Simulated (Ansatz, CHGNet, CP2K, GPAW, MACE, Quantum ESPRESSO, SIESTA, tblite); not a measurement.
# Twisted 2H-MoSe2/1T-TaS2 bilayer, 21.79° (42 atoms) in other programs, against a plane-wave reference

Wanted: errors and costs of other methods on twisted 2H-MoSe2/1T-TaS2 bilayer, 21.79° (42 atoms). A plane-wave run serves as the reference.

Calculated with Quantum ESPRESSO 7.5; Kohn-Sham DFT, PBE, SSSP efficiency 1.3.0 pseudopotentials, plane waves.

### Step 1. Starting point

The cell holds 42 atoms: 7 Mo, 14 Se, 7 Ta and 14 S. Cell: a = 8.797 Å, b = 8.797 Å, c = 21.570 Å, α = 90.0°, β = 90.0°, γ = 120.0°. 2H-MoSe2 (a = 3.29 Å) under 1T-TaS2 (a = 3.36 Å), bilayer, commensurate cell of 7 unit cells a layer, twist 21.79 deg, both strained to the mean lattice constant; facing planes 3.17 Å apart; 12 Å of vacuum; layers as built, displaced by a Gaussian of 0.01 Å. Then every atom was moved at random, 0.03 Å r.m.s. a Cartesian component. Regions: layer 1, 21 atoms (7 Mo and 14 Se); layer 2, 21 atoms (7 Ta and 14 S). Vacuum lies along c.

### Step 2. Plane-wave reference

The input, pw.in:

```
&control
  calculation = 'scf'
  pseudo_dir = './pseudo'
  outdir = './tmp'
  disk_io = 'none'
  tprnfor = .true.
/
&system
  ibrav = 0
  nat = 42
  ntyp = 4
  ecutwfc = 45
  ecutrho = 360
  nosym = .true.
  occupations = 'smearing'
  smearing = 'fd'
  degauss = 0.003675
/
&electrons
  conv_thr = 2.1e-07
  electron_maxstep = 100
  mixing_beta = 0.2
  mixing_mode = 'local-TF'
  diagonalization = 'david'
/
ATOMIC_SPECIES
Mo 95.950 Mo.upf
Se 78.971 Se.upf
Ta 180.948 Ta.upf
S 32.060 S.upf
CELL_PARAMETERS angstrom
8.79710 0.00000 0.00000
-4.39855 7.61851 0.00000
0.00000 0.00000 21.57000
ATOMIC_POSITIONS crystal
Mo 0.18904 0.23383 0.35586
Se 0.24263 0.05682 0.43211
Se 0.24735 0.05319 0.27840
Mo 0.33365 0.66054 0.35686
Se 0.38470 0.48322 0.43254
Se 0.37970 0.47730 0.27942
Mo 0.47750 0.09653 0.35701
Se 0.52386 0.90182 0.43405
Se 0.52325 0.90353 0.28033
Mo 0.62765 0.52577 0.35516
Se 0.67066 0.33041 0.43306
Se 0.66987 0.33267 0.27879
[... 26 atom lines left out ...]
S 0.90781 0.53524 0.57846
Ta 0.85899 0.28838 0.65063
S 0.09403 0.47861 0.72111
S 0.05010 0.24001 0.58114
K_POINTS gamma
```

Command:

```
$ OMP_NUM_THREADS=1 mpirun -np 4 pw.x -in pw.in > output.txt
```

Output:

```text
Program PWSCF
     gamma-point specific algorithms are used
     one sub-group per band group will be used
     scalapack distributed-memory algorithm (size of sub-group:  2*  2 procs)
     Parallelization info
     sticks:   dense  smooth     PW     G-vecs:    dense   smooth      PW
     Min        1710     856    211               281218    99507   12412
     Max        1711     858    212               281233    99534   12416
     Sum        6841    3427    847              1124887   398065   49653
     bravais-lattice index     =            0
     lattice parameter (alat)  =      16.6241  a.u.
     unit-cell volume          =    9755.6524 (a.u.)^3
     number of atoms/cell      =           42
     number of atomic types    =            4
     number of electrons       =       357.00
[... lines left out ...]
     scf convergence threshold =      2.1E-07
[... lines left out ...]
     number of k points=     1  Fermi-Dirac smearing, width (Ry)=  0.0037
[... lines left out ...]
     total energy              =   -2903.74381449 Ry
[... lines left out ...]
     total energy              =   -2903.17735604 Ry
[... lines left out ...]
     total energy              =   -2903.41173698 Ry
[... lines left out ...]
     c_bands:  1 eigenvalues not converged
[... lines left out ...]
     total energy              =   -2903.38581021 Ry
[... lines left out ...]
     total energy              =   -2903.38581051 Ry
     estimated scf accuracy    <       0.00000031 Ry
     iteration # 26     ecut=    45.00 Ry     beta= 0.20
     negative rho (up, down):  6.980E-01 0.000E+00
     End of self-consistent calculation
          k = 0.0000 0.0000 0.0000 ( 24827 PWs)   bands (ev):
   -64.9595 -64.9308 -64.9267 -64.8879 -64.8460 -64.8367 -64.7288 -57.4311
   -57.4061 -57.3988 -57.3890 -57.3786 -57.3692 -57.3651 -31.6120 -31.6091
   -31.6046 -31.5963 -31.5929 -31.5803 -31.5782 -31.5753 -31.5714 -31.5546
[...]
5.4448   5.4715   5.4874   5.5329   5.5608   5.5704   5.5983   5.6298
     5.6490   5.7068   6.0403   6.1128   6.1612   6.1749   6.2239   6.2820
     6.4162   6.4318   6.5220   6.5270   6.8100   6.8404   6.8545
     the Fermi energy is     4.0164 ev
!    total energy              =   -2903.38581065 Ry
     estimated scf accuracy    <       0.00000016 Ry
     smearing contrib. (-TS)   =      -0.03321438 Ry
     internal energy E=F+TS    =   -2903.35259626 Ry
     The total energy is F=E-TS. E is the sum of the following terms:
     one-electron contribution =  -10371.93763224 Ry
     hartree contribution      =    5241.66924545 Ry
     xc contribution           =    -940.38440075 Ry
     ewald contribution        =    3167.30019128 Ry
     convergence has been achieved in  26 iterations
     negative rho (up, down):  6.980E-01 0.000E+00
     Forces acting on atoms (cartesian axes, Ry/au):
     atom    1 type  1   force =    -0.01429961    0.04238804   -0.01408924
     atom    2 type  2   force =     0.00446856   -0.02650886    0.01329387
     atom    3 type  2   force =    -0.01111557   -0.01149480   -0.00665987
[...]
atom   41 type  4   force =     0.00181966   -0.00652091    0.03955674
     atom   42 type  4   force =    -0.00088535    0.00752589   -0.01378891
     Total force =     0.195187     Total SCF correction =     0.001581
     Message from routine punch:
     Nothing written, as per user request (disk_io='none')
```

It took 3.4 min on 4 MPI ranks of Arm Neoverse V2, shared host; peak memory 4 GiB.

Banners, paths, timers and routine set-up lines are dropped from the logs unmarked, and long logs keep their key lines alone; longer cuts are marked.

Numbers from this run:

* r.m.s. force component: 0.4471 eV/Å
* longest force: 1.447 eV/Å

### Step 3. The other programs

The programs:
- CP2K 2026.2: Gaussian basis with GTH pseudopotentials and a plane-wave density; labels give functional, basis (MOLOPT sets; SR short-range, UZH the newer set with its own potentials), grid cutoff/relative cutoff and solver (OT: orbital transformation; TRS4, TC2, SIGN: linear-scaling purification with its sparsity filter), or its built-in tight binding.
- GPAW 26.7.0: PAW with atomic orbitals (LCAO), plane waves or a real-space grid of spacing h.
- MACE: machine-learned potential, published weights.
- Quantum ESPRESSO 7.5: plane waves; labels (QE) give functional, pseudopotential set and cutoffs of waves/density.
- SIESTA 5.4.2: numerical atomic orbitals, whose automatically made sets are far from complete, with PseudoDojo norm-conserving potentials that we converted to its format (checked against plane waves on the same files for H, C, O, Si, Ge and Ca alone); labels give functional, basis size, energy shift and mesh cutoff.
- tblite 0.8.0: extended tight binding, driven from Python.

All use the same cell and atoms; the electronic-structure runs use the same k-mesh, and an electronic temperature of 580 K (0.05 eV) where levels are smeared.

Differences are against the plane-wave reference, forces as r.m.s. over components; share is that over the reference's r.m.s. force, slope the least-squares factor from reference forces to these. Total energies of different programs have different zeros and aren't compared.

```csv
run,"Δ force, r.m.s. (meV/Å)",share (%),slope,cores,CPU time,memory (GiB)
reference,-,-,-,4,14 min,4.0
"CP2K PBE+D3, DZVP-UZH, 600/60 Ry, diagonalisation",95.8,21.4,1.000,2,10 min,4.0
"CP2K PBE, DZVP-UZH, 300/60 Ry, diagonalisation (coarse)",101,22.6,0.999,2,7 min,1.6
"CP2K PBE, DZVP-UZH, 420/60 Ry, diagonalisation (coarse)",101,22.6,0.999,2,9.3 min,2.8
"CP2K PBE, DZVP-UZH, 600/20 Ry, diagonalisation (coarse)",143,32.0,0.997,2,6.5 min,4.0
"CP2K PBE, DZVP-UZH, 600/60 Ry, diagonalisation",101,22.6,0.999,2,10 min,4.0
"CP2K PBE, TZV2P-UZH, 600/60 Ry, diagonalisation",62.8,14.0,0.965,4,16 min,6.4
"GPAW PBE, LCAO dzp, h 0.2 Å",137,30.6,1.134,1,2.3 min,1.2
"GPAW PBE, LCAO dzp, h 0.2 Å, other mixer settings",139,31.0,1.135,1,3.1 min,1.1
"GPAW PBE, LCAO dzp, h 0.25 Å (coarse)",142,31.7,1.134,1,87 s,0.73
"GPAW PBE, LCAO szp(dzp), h 0.2 Å (coarse)",201,44.9,1.182,1,1.8 min,1.1
"GPAW PBE, plane waves 450 eV",12.8,2.86,1.012,2,4.5 min,1.2
MACE MP-0b2 small potential,198,44.3,0.775,1,5.4 s,0.67
MACE MP-0b3 medium potential,223,50.0,0.696,1,6.1 s,0.7
"QE PBE, gbrv-1.5, 40/200 Ry",2.37,0.531,0.999,4,9.9 min,2.0
"QE PBE, sssp-1.3.0-efficiency, 45/360 Ry, rmm-davidson",0.237,0.053,1.000,4,14 min,4.0
"SIESTA PBE, DZ, shift 0.01 Ry, mesh 300 Ry (coarse)",282,63.1,1.266,1,73 s,0.54
"SIESTA PBE, DZP, shift 0.01 Ry, mesh 150 Ry (coarse)",248,55.5,1.105,1,68 s,0.42
"SIESTA PBE, DZP, shift 0.01 Ry, mesh 300 Ry",248,55.6,1.105,1,2.2 min,0.73
"SIESTA PBE, SZ, shift 0.01 Ry, mesh 300 Ry (coarse)",461,103,1.112,1,50 s,0.47
"SIESTA optB88-vdW, PBE potentials, DZP, shift 0.01 Ry, mesh 300 Ry",292,65.2,1.117,2,8.6 min,1.5
tblite GFN1-xTB,265,59.2,0.694,1,2.2 s,0.13
```

Rows marked coarse were listed beforehand as settings not expected to be converged; some can still land near the reference.

Times of the machine-learned potentials are mostly Python's start and the loading of weights.

CPU time is summed over cores on a shared host, where runs went side by side, so it is rough. Symmetry, cutoffs, thresholds, outputs and thread counts weren't matched or tuned between programs; memory under MPI is the largest rank's times the ranks.

Runs without a result: CP2K GFN1-xTB, diagonalisation (not converged, the SCF not settling); CP2K PBE, SZV-MOLOPT-SR, 600/60 Ry, diagonalisation (cut off at its time limit of 5.5 min).

Mean charges by element (e), by run and scheme:

```csv
run,scheme,Mo,Se,Ta,S
"CP2K PBE+D3, DZVP-UZH, 600/60 Ry, diagonalisation",Mulliken,-0.10,+0.06,+0.01,-0.01
"CP2K PBE+D3, DZVP-UZH, 600/60 Ry, diagonalisation",Hirshfeld,+0.17,-0.08,+0.24,-0.13
"CP2K PBE, DZVP-UZH, 420/60 Ry, diagonalisation",Mulliken,-0.10,+0.06,+0.01,-0.01
"CP2K PBE, DZVP-UZH, 420/60 Ry, diagonalisation",Hirshfeld,+0.17,-0.08,+0.24,-0.13
"CP2K PBE, DZVP-UZH, 600/60 Ry, diagonalisation",Mulliken,-0.10,+0.06,+0.01,-0.01
"CP2K PBE, DZVP-UZH, 600/60 Ry, diagonalisation",Hirshfeld,+0.17,-0.08,+0.24,-0.13
"CP2K PBE, TZV2P-UZH, 600/60 Ry, diagonalisation",Mulliken,-0.23,+0.13,+0.30,-0.16
"CP2K PBE, TZV2P-UZH, 600/60 Ry, diagonalisation",Hirshfeld,+0.17,-0.08,+0.25,-0.13
"SIESTA PBE, DZP, shift 0.01 Ry, mesh 300 Ry",Hirshfeld,+0.18,-0.09,+0.36,-0.19
"SIESTA optB88-vdW, PBE potentials, DZP, shift 0.01 Ry, mesh 300 Ry",Hirshfeld,+0.18,-0.09,+0.38,-0.19
tblite GFN1-xTB,Mulliken,-0.04,+0.02,+0.65,-0.33
```

Within one program, basis, potentials and functional, energies share a zero. Each run against its twin at the usual cutoff or grid and solver:

```csv
run,twin,Δ energy (meV/atom),"Δ force, r.m.s. (meV/Å)",CPU time over the twin's
"CP2K PBE, DZVP-UZH, 300/60 Ry, diagonalisation","DZVP-UZH, 600/60 Ry, diagonalisation",-0.0014,0.987,0.67
"CP2K PBE, DZVP-UZH, 420/60 Ry, diagonalisation","DZVP-UZH, 600/60 Ry, diagonalisation",-1.0e-4,0.127,0.89
"CP2K PBE, DZVP-UZH, 600/20 Ry, diagonalisation","DZVP-UZH, 600/60 Ry, diagonalisation",-0.367,100,0.63
"GPAW PBE, LCAO dzp, h 0.2 Å, other mixer settings","LCAO dzp, h 0.2 Å",2.0e-4,3.03,1.3
"GPAW PBE, LCAO dzp, h 0.25 Å","LCAO dzp, h 0.2 Å",112,30.7,0.62
"QE PBE, sssp-1.3.0-efficiency, 45/360 Ry, rmm-davidson","sssp-1.3.0-efficiency, 45/360 Ry",0,0.237,0.99
"SIESTA PBE, DZP, shift 0.01 Ry, mesh 150 Ry","DZP, shift 0.01 Ry, mesh 300 Ry",-31.2,18.2,0.51
```

### Step 4. Summary of results

- reference r.m.s. force component: 0.447 eV/Å
- nearest in forces: QE PBE, sssp-1.3.0-efficiency, 45/360 Ry, rmm-davidson, 0.053 %
- farthest in forces: SIESTA PBE, SZ, shift 0.01 Ry, mesh 300 Ry (coarse), 103 %
- cheapest electronic-structure run beside the reference: tblite GFN1-xTB, 2.2 s of CPU time

What this shows: PBE on plane waves or a grid with other potentials, cutoffs or grids, coarse settings apart, differs from the reference by 0.53 % (QE PBE, gbrv-1.5, 40/200 Ry) to 2.9 % (GPAW PBE, plane waves 450 eV) of the r.m.s. force; this holds the reference's own error, so differences of a few per cent don't tell which side is nearer the exact PBE result. With the reference's own potentials and cutoffs, another solver or threshold moves forces by 0.053 % (QE PBE, sssp-1.3.0-efficiency, 45/360 Ry, rmm-davidson). The PBE runs in local orbitals, coarse settings apart, differ by 14 % (CP2K PBE, TZV2P-UZH, 600/60 Ry, diagonalisation) to 56 % (SIESTA PBE, DZP, shift 0.01 Ry, mesh 300 Ry); basis, grid and potentials can all enter. Tight binding differs by 59 % (tblite GFN1-xTB); it is another model, with fitted parameters of its own, and the xTB methods hold dispersion. Machine-learned potentials differ by 44 % (MACE MP-0b2 small potential) to 50 % (MACE MP-0b3 medium potential); they were trained on other programs' data. The reference samples few k-points for this cell, and its sampling error, which other DFT runs on the same mesh share, can be part of so large a difference. Among those trained on PBE data the slope goes as low as 0.70, with a correlation of 0.87, so directions differ as well as sizes. Rows with another functional or a dispersion term differ by 21 % (CP2K PBE+D3, DZVP-UZH, 600/60 Ry, diagonalisation) to 65 % (SIESTA optB88-vdW, PBE potentials, DZP, shift 0.01 Ry, mesh 300 Ry), which mixes the change of model with differences of basis and potentials, some of them made for another functional. Runs with settings chosen to be coarse differ by 23 % (CP2K PBE, DZVP-UZH, 420/60 Ry, diagonalisation) to 103 % (SIESTA PBE, SZ, shift 0.01 Ry, mesh 300 Ry), their programs' other errors included. Of the electronic-structure runs that take under half the reference's CPU time, GPAW PBE, plane waves 450 eV comes nearest, at 2.9 % in 4.5 min against 14 min. GPAW PBE, LCAO dzp, h 0.2 Å, other mixer settings stiffens the forces by a factor of 1.13 while following their directions (correlation 0.971); the slopes of the 5 GPAW runs lie between 1.01 and 1.18. Charges hang on model, scheme and program or settings: among these rows the mean for Mo runs from -0.23 to +0.18 e, even in sign. In the reference: levels near the Fermi energy are neither full nor empty under the smearing, so no gap is quoted. Periodic xTB results under one method name differ between programs and library versions. The potentials hold different valence shells: 357 electrons in the reference, 497 in SIESTA; this bears on time and differences. The electron count is odd in these runs, and they have no spin polarisation, so the unpaired electron is spread evenly over both spins. Machine-learned potentials mimic data converged in k, so the reference's own k-point error enters their differences. The reference's PBE has no dispersion term, which matters for the binding between molecules or layers. The electronic-structure runs sample only Γ, in a cell whose shortest periodic width is 8 Å, which is coarse for a cell with partly filled levels. Spin–orbit coupling is left out, which matters for the levels of the heavy elements.

[Also dropped from logs without a mark: logging warnings of Python, and SIESTA's first energy breakdown and zero terms.]

[Logs are printed without paths, hosts, clocks, repeated set-up lines and the standing remarks that a program may print on its own settings, such as how far it seeks lower states.]

[Hosts, paths, dates, database ids (printed as entryN), source tags and the programs' standing remarks are cut or masked in the printed files.]
